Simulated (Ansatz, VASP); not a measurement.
# Two plane-wave programs on MgS

```
Mg S
1.0
     2.61427    2.61427    0.00000
    -2.61427    2.61427    0.00000
     0.00000    2.61427    2.61427
Mg S
1 1
Direct
  0.00000 0.00000 0.00000
  0.50000 0.50000 0.00000
```

Alike in both runs: functional PBEsol; k mesh 8 × 8 × 8; no spin polarisation.

Ansatz relaxed the structure, and its values are those at the end. VASP's run is a single point on that final structure, the one shown.

|  | VASP | Ansatz |
| --- | --- | --- |
| version | VASP 6.6.1 | Ansatz 0.2.0 |
| potentials or method | VASP PAW PBE potentials, release 64 (Mg, S) | PAW with Ansatz's default frozen-core files, scalar-relativistic |
| plane-wave cutoff (eV) | 520 | 420 |
| occupations | gaussian, width 0.01 eV | fixed |
| valence electrons in the cell | 8 | 16 |

```tsv
	VASP	Ansatz	Ansatz less VASP
gap on the k mesh at the Fermi level (eV)	2.67	2.67	-0.001
pressure (GPa)	-2.2	-2.0	+0.22
```

The two sets of potentials don't hold the same shells in valence.

Caveats: the PAW data sets were made with another functional, which shifts forces and pressure a little (VASP). A k mesh can miss the band edges.
